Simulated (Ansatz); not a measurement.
Sb: ladder of functionals with revPBE

Slab: Sb, a slab with vacuum.

```xyz
5
Lattice="3.1600 0.0000 0.0000 0.0000 4.4689 0.0000 0.0000 0.0000 23.9378" Properties=species:S:1:pos:R:3 pbc="T T T"
Sb    0.0000    2.2345    7.5000
Sb    0.0000    0.0000    9.7345
Sb    0.0000    2.2345   11.9689
Sb    0.0000    0.0000   14.2034
Sb    0.0000    2.2345   16.4378
```

The cell isn't the ideal one: the (1 1 0) slab of Sb, cut from the database cell, not relaxed.

```json
{
 "Program": "Ansatz 0.2.0",
 "Task": "ladder of functionals",
 "Functional": "revPBE",
 "Potentials or basis": "Ansatz PAW earlier set",
 "Cutoff": "550 eV",
 "Density cutoff": "2200 eV",
 "k mesh": "7 × 5 × 1",
 "Occupations": "methfessel-paxton, width 0.1 eV",
 "Spin": "no spin polarisation",
 "Driver": "chain",
 "Boundary along the surface normal": "dipole_correction",
 "Miller": "[1, 1, 0]",
 "Bulk formula": "Sb"
}
```

* Largest force: 0.706 eV/Å
* Band gap on the k mesh: none (metal or under the smearing width)
* Work function of the upper face: 4.24 eV
* Work function of the lower face: 4.24 eV
* Dipole across the slab: 0.000 e·Å

Forces in eV/Å, atoms in the order of the input:
```
Sb   0.000  0.000  0.706
Sb   0.000  0.000 -0.705
Sb   0.000  0.000  0.000
Sb   0.000  0.000  0.705
Sb   0.000  0.000 -0.706
```

Levels at points of the mesh, in eV from the Fermi level:
| k point | band 49 | band 50 | band 51 | band 52 | band 53 | band 54 | band 55 | band 56 | band 57 | band 58 |
| --- | --- | --- | --- | --- | --- | --- | --- | --- | --- | --- |
| (-0.50, -0.50, 0.00) | -3.28 | -3.19 | -2.77 | -2.60 | -1.40 | -0.96 | 0.76 | 0.90 | 2.84 | 2.84 |

Wall time 23 s on 2 threads of Arm Neoverse V1 (shared host), peak memory 0.99 GiB.

Caveat: the potentials were made for another functional, which shifts forces and pressure. The run has no spin-orbit coupling, so splittings on Sb are missing.
